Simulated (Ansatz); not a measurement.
# Ca(100) slab, 3 layers: from the cell to its phonons

Task: relax Ca(100) slab, 3 layers, then find its harmonic phonons.

Program: Ansatz 0.2.0. Level of theory: DFT PBE, scalar-relativistic, plane waves, PAW. Results are calculated unless marked as measured.

**1. Set-up**

The cell holds 3 atoms: 3 Ca. Its edges and angles: a = 3.889 Å, b = 3.889 Å, c = 18.500 Å, α = 90.0°, β = 90.0°, γ = 90.0°. Vacuum lies along c.

**2. Bringing the structure to rest**

The cell and atoms are relaxed, since residual forces and stress would shift the frequencies.

The program solves this slab on a cell height of its own, 34.8 Å, in place of the one typed.

The input, input.yaml:

```yaml
crystal:
  lattice:
    - [2.75, 2.75, 0.0]
    - [-2.75, 2.75, 0.0]
    - [0.0, 0.0, 18.5]
  atoms:
    - { symbol: Ca, position: [0.0, 0.0, 0.351351] }
    - { symbol: Ca, position: [0.5, 0.5, 0.5] }
    - { symbol: Ca, position: [0.0, 0.0, 0.648649] }
  periodic: [true, true, false]
kpoints:
  mp_grid: { grid: [10, 10, 1] }
hamiltonian:
  xc: pbe
scf:
  occupations: { method: gaussian, width: 0.1 }
output:
  forces: true
  stress: true
  eigenvalues: true
relax:
  adjacent_minimum: "off"
  f_tol: 0.005
  max_steps: 80
  cell: { stress_2d_tol: 0.02 }
```

The run is started by

```console
ansatz run input.yaml --threads 8 --pin off --max-ram 14336MiB --backend cpu --events-out ev --progress --plain --runs-dir out
```

Numbers of over 12 decimals in the logs are rounded to 6 here.

The program printed:

```text
Warning: crystal.periodic: the lattice vector that does not repeat stood 0.000° off the slab's normal, 18.500 Å along it as the deck builds it. The run solves the slab on a vector along the normal, 34.800 Å long, with every atom where it was (on the deck's vector they left 13.00 Å outside them, and the widest stretch free of ions among them is 2.75 Å). A fractional position that the run reports is one of the run's ce [...]
crystal.periodic: the lattice vector that does not repeat stood 0.000° off the slab's normal, 18.500 Å along it as the deck builds it. The run solves the slab on a vector along the normal, 34.800 Å long, with every atom where it was (on the deck's vector they left 13.00 Å outside them, and the widest stretch free of ions among them is 2.75 Å). A fractional position that the run reports is one of the run's cell, which [...]
Engine: ansatz 0.2.0, aarch64-unknown-linux-gnu
Pseudopotentials: kind: paw
Pseudopotential: Ca, paw, valence charge 10, recommended cutoff 420 eV (normal), Ca.paw.azcp
Functional definition: PBE
  parameter kappa = 0.804
  parameter beta = 0.066725
  exchange = pbe_x(kappa = kappa, mu = beta*pi^2/3)
  correlation = pbe_c(beta = beta)
Crystal: 3 atoms, lattice volume = 526.350 Å³
Basis set: ecut = 420 eV, 10389 PW (Γ), exchange–correlation on 54×54×480 points (8 copies of the dense FFT grid, shifted against one another)
Bands: 19, of which v1, the nominal top of the filled ones, is band 15 counted from 1 (14 counted from 0)
Symmetry: 16 space group operations
Space group: P4/mmm (ITA 123), of the structure as read, at distance tolerance 8.1e-5 Å
k-points: 21 of 100
Non-local potential: Ca, projectors of the file, l = 0: 3, l = 1: 2, l = 2: 2
PAW form: soft (Blöchl's): semilocal exchange-correlation on the pseudo side does not see the compensation charge
PAW one-centre angular grid: Ca, 110 points (default); XC on 64 Gauss nodes
Initial density: superposition of atomic densities (neutral atoms: chi_scale 0, normalization atom), corrected by the library's trained network
Initial wavefunctions: pseudopotential atomic-orbital guess
Functional: x = pbe(κ = 0.804, μ = 0.219515), c = pbe(β = 0.066725)
SCF iter   1: F=—  HF=-5449.729834 eV  |F-HF|=—  |Δ(HF+E_count)|=         —  Δρ=1.26e-3  dr2=1.05e-1  ethr=1.77e-3  ⟨swp⟩=17.0  Hψ=4027  notcnv=0
preconditioner: auto → LDOS  [metal: Δε(μ)=0.022 eV  Ē_g=1.927 eV  σ=0.100 eV  W_gap=0.12  n_scr=38 (ndim 8)  ℏωp=4.0 eV  f_vac=0.682  D(μ)=4.36/eV (n_scr^D=12)  β→1.0]
SCF iter   2: F=—  HF=-5449.721431 eV  |F-HF|=—  |Δ(HF+E_count)|=   8.40e-3  Δρ=5.52e-4  dr2=4.02e-3  ethr=3.51e-4  ⟨swp⟩=2.0  Hψ=656  notcnv=0
SCF iter   3: F=—  HF=-5449.721521 eV  |F-HF|=—  |Δ(HF+E_count)|=   9.02e-5  Δρ=3.06e-4  dr2=1.75e-3  ethr=1.34e-5  ⟨swp⟩=2.3  Hψ=682  notcnv=0
SCF iter   4: F=—  HF=-5449.721322 eV  |F-HF|=—  |Δ(HF+E_count)|=   1.99e-4  Δρ=7.15e-5  dr2=2.54e-4  ethr=5.84e-6  ⟨swp⟩=2.5  Hψ=656  notcnv=0
SCF iter   5: F=—  HF=-5449.721308 eV  |F-HF|=—  |Δ(HF+E_count)|=   1.40e-5  Δρ=2.21e-5  dr2=1.45e-5  ethr=8.47e-7  ⟨swp⟩=1.7  Hψ=421  notcnv=0
SCF iter   6: F=—  HF=-5449.721102 eV  |F-HF|=—  |Δ(HF+E_count)|=   2.06e-4  Δρ=4.54e-6  dr2=1.80e-7  ethr=4.83e-8  ⟨swp⟩=2.4  Hψ=505  notcnv=0
SCF iter   7: F=-5449.721102 eV  HF=-5449.721102 eV  |F-HF|=4.26e-9  |Δ(HF+E_count)|=   1.61e-7  Δρ=9.69e-7  dr2=1.11e-8  ethr=3.33e-10  ⟨swp⟩=11.1  Hψ=2384  notcnv=0
SCF 1 converged in 7 iterations: F = -5449.721102 eV  dr2 = 1.11e-8
  greatest PAW one-centre occupation: 0.996 electrons in one spin orbital (limit 2), on the Ca atom at site 2 (counted from 0), in its partial waves of l = 0
relax step   1: F+E_penalty+E_count = -5449.72110195 eV  Δ(F+E_penalty+E_count) = +0.000e0 eV  max|allowed force component| = 6.218e-2 eV/Å  Δτ_max = 0.0000 Å  P = -0.570 N/m  Ω = 526.350 Å³  fix = [c, alpha, beta]  reactions: c +0.000 N/m  (7 SCF iters, dr2 threshold 1.00e-7 eV, accepted)
Crystal: 3 atoms, lattice volume = 522.419 Å³
Basis set: ecut = 420 eV, 10285 PW (Γ), exchange–correlation on 54×54×480 points (8 copies of the dense FFT grid, shifted against one another)
Initial density: handed on by an earlier stage of this run
Initial wavefunctions: those handed on with the density
iter 1 solved again at ethr=2.66e-5 eV; its pass at ethr=3.10e-3 eV (dr2=7.97e-3 eV) is discarded
SCF iter   1: F=—  HF=-5449.727587 eV  |F-HF|=—  |Δ(HF+E_count)|=         —  Δρ=3.45e-4  dr2=9.20e-3  ethr=2.66e-5  ⟨swp⟩=3.7  Hψ=3341  notcnv=0
preconditioner: auto → LDOS  [metal: Δε(μ)=0.052 eV  Ē_g=1.950 eV  σ=0.100 eV  W_gap=0.28  n_scr=38 (ndim 8)  ℏωp=4.0 eV  f_vac=0.685  D(μ)=3.70/eV (n_scr^D=12)  β→1.0]
SCF iter   2: F=—  HF=-5449.726847 eV  |F-HF|=—  |Δ(HF+E_count)|=   7.40e-4  Δρ=2.31e-4  dr2=1.47e-3  ethr=2.66e-5  ⟨swp⟩=2.3  Hψ=521  notcnv=0
SCF iter   3: F=—  HF=-5449.726707 eV  |F-HF|=—  |Δ(HF+E_count)|=   1.40e-4  Δρ=9.35e-5  dr2=1.54e-4  ethr=4.90e-6  ⟨swp⟩=2.0  Hψ=647  notcnv=0
SCF iter   4: F=—  HF=-5449.726490 eV  |F-HF|=—  |Δ(HF+E_count)|=   2.17e-4  Δρ=2.27e-5  dr2=8.44e-6  ethr=5.13e-7  ⟨swp⟩=2.2  Hψ=658  notcnv=0
SCF iter   5: F=—  HF=-5449.726492 eV  |F-HF|=—  |Δ(HF+E_count)|=   1.78e-6  Δρ=7.37e-6  dr2=5.42e-7  ethr=2.81e-8  ⟨swp⟩=2.3  Hψ=587  notcnv=0
SCF iter   6: F=-5449.726492 eV  HF=-5449.726492 eV  |F-HF|=3.70e-8  |Δ(HF+E_count)|=   1.25e-8  Δρ=1.72e-6  dr2=2.46e-8  ethr=1.00e-9  ⟨swp⟩=10.0  Hψ=2187  notcnv=0
SCF 2 converged in 6 iterations: F = -5449.726492 eV  dr2 = 2.46e-8
relax step   2: F+E_penalty+E_count = -5449.72649180 eV  Δ(F+E_penalty+E_count) = -5.390e-3 eV  max|allowed force component| = 2.998e-2 eV/Å  Δτ_max = 0.0211 Å  P = -0.394 N/m  Ω = 522.419 Å³  energy of the carried Pulay correction = +3.812e-5 eV  fix = [c, alpha, beta]  reactions: c +0.000 N/m  (6 SCF iters, dr2 threshold 3.00e-7 eV, accepted)
Crystal: 3 atoms, lattice volume = 515.916 Å³
Basis set: ecut = 420 eV, 10125 PW (Γ), exchange–correlation on 54×54×480 points (8 copies of the dense FFT grid, shifted against one another)
iter 1 solved again at ethr=3.42e-5 eV; its pass at ethr=3.10e-3 eV (dr2=1.03e-2 eV) is discarded
SCF iter   1: F=—  HF=-5449.731379 eV  |F-HF|=—  |Δ(HF+E_count)|=         —  Δρ=3.55e-4  dr2=1.09e-2  ethr=3.42e-5  ⟨swp⟩=2.1  Hψ=3296  notcnv=0
preconditioner: auto → LDOS  [metal: Δε(μ)=0.050 eV  Ē_g=1.957 eV  σ=0.100 eV  W_gap=0.27  n_scr=38 (ndim 8)  ℏωp=4.0 eV  f_vac=0.688  D(μ)=3.69/eV (n_scr^D=12)  β→1.0]
SCF iter   2: F=—  HF=-5449.730420 eV  |F-HF|=—  |Δ(HF+E_count)|=   9.59e-4  Δρ=2.24e-4  dr2=1.56e-3  ethr=3.42e-5  ⟨swp⟩=2.0  Hψ=468  notcnv=0
SCF iter   3: F=—  HF=-5449.730289 eV  |F-HF|=—  |Δ(HF+E_count)|=   1.30e-4  Δρ=8.77e-5  dr2=1.53e-4  ethr=5.21e-6  ⟨swp⟩=2.0  Hψ=640  notcnv=0
SCF iter   4: F=—  HF=-5449.730080 eV  |F-HF|=—  |Δ(HF+E_count)|=   2.10e-4  Δρ=2.29e-5  dr2=7.40e-6  ethr=5.12e-7  ⟨swp⟩=2.2  Hψ=642  notcnv=0
SCF iter   5: F=—  HF=-5449.730082 eV  |F-HF|=—  |Δ(HF+E_count)|=   1.88e-6  Δρ=6.25e-6  dr2=3.39e-7  ethr=2.47e-8  ⟨swp⟩=2.6  Hψ=604  notcnv=0
SCF iter   6: F=-5449.730082 eV  HF=-5449.730082 eV  |F-HF|=2.42e-8  |Δ(HF+E_count)|=   7.69e-8  Δρ=1.39e-6  dr2=2.10e-8  ethr=5.40e-10  ⟨swp⟩=10.6  Hψ=2265  notcnv=0
SCF 3 converged in 6 iterations: F = -5449.730082 eV  dr2 = 2.10e-8
relax step   3: F+E_penalty+E_count = -5449.73008166 eV  Δ(F+E_penalty+E_count) = -3.590e-3 eV  max|allowed force component| = 6.837e-3 eV/Å  Δτ_max = 0.0179 Å  P = -0.136 N/m  Ω = 515.916 Å³  energy of the carried Pulay correction = +1.018e-4 eV  fix = [c, alpha, beta]  reactions: c +0.000 N/m  (6 SCF iters, dr2 threshold 1.62e-7 eV, accepted)
[...]
relax step   4: F+E_penalty+E_count = -5449.73081604 eV  Δ(F+E_penalty+E_count) = -7.344e-4 eV  max|allowed force component| = 8.328e-3 eV/Å  Δτ_max = 0.0078 Å  P = -0.022 N/m  Ω = 511.857 Å³  energy of the carried Pulay correction = +1.420e-4 eV  fix = [c, alpha, beta]  reactions: c +0.000 N/m  (6 SCF iters, dr2 threshold 1.91e-8 eV, accepted)
[...]
relax step   5: F+E_penalty+E_count = -5449.73094131 eV  Δ(F+E_penalty+E_count) = -1.253e-4 eV  max|allowed force component| = 5.329e-4 eV/Å  Δτ_max = 0.0093 Å  P = -0.008 N/m  Ω = 510.674 Å³  energy of the carried Pulay correction = +1.537e-4 eV  fix = [c, alpha, beta]  reactions: c +0.000 N/m  (6 SCF iters, dr2 threshold 4.33e-9 eV, accepted)
Initial wavefunctions: pseudopotential atomic-orbital guess (no wavefunctions were taken with the density)
iter 1 solved again at ethr=6.48e-6 eV; its pass at ethr=3.10e-3 eV (dr2=1.94e-3 eV) is discarded
SCF iter   1: F=—  HF=-5449.730975 eV  |F-HF|=—  |Δ(HF+E_count)|=         —  Δρ=1.51e-5  dr2=2.09e-7  ethr=6.48e-6  ⟨swp⟩=3.7  Hψ=4970  notcnv=0
eigensolver tolerance schedule: the retry pair's looser diagonalisation over-reported the residual by 9300.78 of it (diagonalisation noise at an unbounded share of the residual, at the tolerance the schedule requests for it); recorded, not acted on — ethr = c·dr2/N_el stays at c = 1.0e-1
preconditioner: auto → LDOS  [metal: Δε(μ)=0.048 eV  Ē_g=1.955 eV  σ=0.100 eV  W_gap=0.27  n_scr=38 (ndim 8)  ℏωp=4.0 eV  f_vac=0.685  D(μ)=3.98/eV (n_scr^D=12)  β→1.0]
SCF iter   2: F=—  HF=-5449.730792 eV  |F-HF|=—  |Δ(HF+E_count)|=   1.82e-4  Δρ=5.92e-6  dr2=1.93e-7  ethr=6.97e-10  ⟨swp⟩=5.0  Hψ=1301  notcnv=0
SCF iter   3: F=—  HF=-5449.730792 eV  |F-HF|=—  |Δ(HF+E_count)|=   4.58e-8  Δρ=1.22e-6  dr2=6.21e-9  ethr=6.42e-10  ⟨swp⟩=2.1  Hψ=644  notcnv=0
SCF iter   4: F=—  HF=-5449.730792 eV  |F-HF|=—  |Δ(HF+E_count)|=  5.80e-10  Δρ=4.81e-7  dr2=2.33e-9  ethr=2.07e-11  ⟨swp⟩=2.3  Hψ=688  notcnv=0
SCF iter   5: F=—  HF=-5449.730792 eV  |F-HF|=—  |Δ(HF+E_count)|=  7.99e-10  Δρ=1.54e-7  dr2=2.33e-10  ethr=7.78e-12  ⟨swp⟩=2.1  Hψ=653  notcnv=0
SCF iter   6: F=—  HF=-5449.730792 eV  |F-HF|=—  |Δ(HF+E_count)|=  3.06e-10  Δρ=3.79e-8  dr2=1.83e-11  ethr=1.00e-12  ⟨swp⟩=2.2  Hψ=665  notcnv=0
SCF iter   7: F=—  HF=-5449.730792 eV  |F-HF|=—  |Δ(HF+E_count)|=  1.11e-10  Δρ=1.56e-8  dr2=2.87e-12  ethr=1.00e-12  ⟨swp⟩=1.0  Hψ=399  notcnv=0
SCF iter   8: F=-5449.730792 eV  HF=-5449.730792 eV  |F-HF|=3.46e-11  |Δ(HF+E_count)|=  2.36e-11  Δρ=2.39e-9  dr2=8.83e-14  ethr=1.00e-12  ⟨swp⟩=9.4  Hψ=2170  notcnv=0
SCF 6 converged in 8 iterations: F = -5449.730792 eV  dr2 = 8.83e-14
relax step   6: F+E_penalty+E_count = -5449.73079233 eV  Δ(F+E_penalty+E_count) = +1.490e-4 eV  max|allowed force component| = 4.940e-4 eV/Å  Δτ_max = 0.0000 Å  P = -0.008 N/m  Ω = 510.674 Å³  fix = [c, alpha, beta]  reactions: c +0.000 N/m  stress off target by 8.41e-3 N/m on what of the cell is left free  SCF on the basis re-selected at this cell (its energy is not comparable with the rows above)  (8 SCF iters)
basis re-selected at this cell: Δ(F+E_penalty+E_count) = +1.490e-4 eV, ΔP = -0.000 N/m vs the last step (what re-selecting the basis moved, of the pressure what is left beyond the Pulay correction that the steps carried, after the strain that the cell walked since its last selection, with what the two solves' SCF thresholds leave and, on support functions, any second-order correction that the steps lacked; it is no m [...]
SCF converged after 8 iterations
Free energy (F): -5449.730792 eV
Harris-Foulkes:  -5449.730792 eV  (|F-HF|=3.46e-11)
Internal energy: -5449.710880 eV  (E = F + TS)
E sigma→0 (E₀):  -5449.720836 eV
Entropy (-TS):   -0.019912 eV (-6.637 meV/atom)
Fermi energy:    -2.712704 eV
--- Per-component energies (eV) ---
  E_band       = -761.244585
  E_kinetic    = 825.667633
  E_local      = -36253.442683  (includes V_loc(G=0)·N_el)
  E_nonlocal   = 191.131061
  E_hartree    = 17587.906485
  E_xc         = -406.825045
  E_vxc        = -507.002857  (∫ρ·V_xc dr)
  E_paw        = -2574.707390  (= ΣΔE_a)
  E_vpaw       = -193.410722  (= ΣTr[D̂ρ^β])
  E_aug_tail   = -0.000018  (compensation charges beyond the density's cutoff)
  E_ewald      = 15180.559075
  E_smearing   = -0.019912  (= −TS)
  E_closure    = -0.000000  (closes the sum)
  Σ components = -5449.730792   (vs F -5449.730792, Δ=0.00e0)
--- Forces (eV/Å), atoms counted from 1 ---
  atom   1  Ca     0.00000000     0.00000000    -0.00049399
  atom   2  Ca    -0.00000000     0.00000000     0.00000000
  atom   3  Ca     0.00000000     0.00000000     0.00049399
  max |Σ_I F_I| component: 1.08e-19 eV/Å
--- 2D stress c σ (N/m, compression-positive) ---
       -0.008411      -0.000000       0.000000
        0.000000      -0.008411       0.000000
        0.000000       0.000000       0.000000
  P = ½ c Tr σ = -0.0084 N/m
--- Band table (eV; the first three rows and the last of 21) ---
  k-point 0: bands = [... 11 lower, -25.4539, -6.4716, -5.4840, -4.0946, -2.4040, -2.1673, -2.0897, -1.7076]
  k-point 1: bands = [... 11 lower, -25.4532, -6.3547, -5.3725, -3.9916, -2.3596, -2.1263, -2.0696, -1.7042]
  k-point 2: bands = [... 11 lower, -25.4514, -6.0127, -5.0497, -3.6977, -2.2480, -2.2014, -1.9080, -1.7567]
  k-point 20: bands = [... 11 lower, -25.4928, -2.9901, -2.9338, -2.6205, -2.1883, -2.1883, -1.9805, -1.9805]
--- Relaxed structure (5 steps of the walk, 5 accepted, 1 SCFs on fresh bases) ---
  F+E_penalty+E_count = -5449.73079233 eV   max|allowed force component| = 4.940e-4 eV/Å   (the final SCF, on the basis selected at the relaxed cell)
  cell:  # Å, volume = 510.6738 Å³
    - [2.708738, 2.708738, 0.0]
    - [-2.708738, 2.708738, 0.0]
    - [0.0, 0.0, 34.800026]
  atoms:
    - { symbol: Ca, position: [0, 0, 0.187411] }
    - { symbol: Ca, position: [0.5, 0.5, 0.265804] }
    - { symbol: Ca, position: [0, 0, 0.344198] }
```

Run time: 11 s. Hardware: 8 threads of Arm Neoverse V2, shared host; peak memory 0.99 GiB; 80 s of CPU time.

Step by step:

| step | energy less that of the first step (eV) | largest force component (eV/Å) | volume (Å³) |
| --- | --- | --- | --- |
| 1 | 0.0000 | 0.0622 | 526.35 |
| 2 | -0.0054 | 0.0300 | 522.42 |
| 3 | -0.0090 | 0.0068 | 515.92 |
| 4 | -0.0097 | 0.0083 | 511.86 |
| 5 | -0.0098 | 0.0005 | 510.67 |
| 6* | -0.0097 | 0.0005 | 510.67 |

Relaxation steps marked * repeat the geometry before them on a plane-wave basis chosen anew for their cell, so energy and pressure can jump there.

Forces are held to the 16 operations that the run works with; a distortion that breaks them can't arise in this run.

| cell as run | before | after | change |
| --- | --- | --- | --- |
| a (Å) | 3.889 | 3.831 | -1.5 % |
| b (Å) | 3.889 | 3.831 | -1.5 % |

The atoms that moved most (Å, along periodic axes as changes of fractional coordinates times the final cell, across vacuum about the mean position):

| atom | dx | dy | dz | length |
| --- | --- | --- | --- | --- |
| Ca1 | 0.000 | 0.000 | 0.022 | 0.022 |
| Ca3 | 0.000 | 0.000 | -0.022 | 0.022 |

The relaxed structure:

```xyz
3
Lattice="2.7087 2.7087 0.0000 -2.7087 2.7087 0.0000 0.0000 0.0000 34.8000" Properties=species:S:1:pos:R:3
Ca    0.0000    0.0000    6.5219
Ca    0.0000    2.7087    9.2500
Ca    0.0000    0.0000   11.9781
```

This step gave:

| Property | Result |
| --- | --- |
| gap on the k-mesh | 0 eV |
| area per atom | 4.892 Å² |

The relaxation ends with a largest force component of 4.9e-4 eV/Å.

(Part 1 of 3 ends here.)

[Logs are printed without paths, hosts, clocks, repeated set-up lines and the standing remarks that a program may print on its own settings, such as how far it seeks lower states.]

[Hosts, paths, dates, database ids (printed as entryN), source tags and the programs' standing remarks are cut or masked in the printed files.]
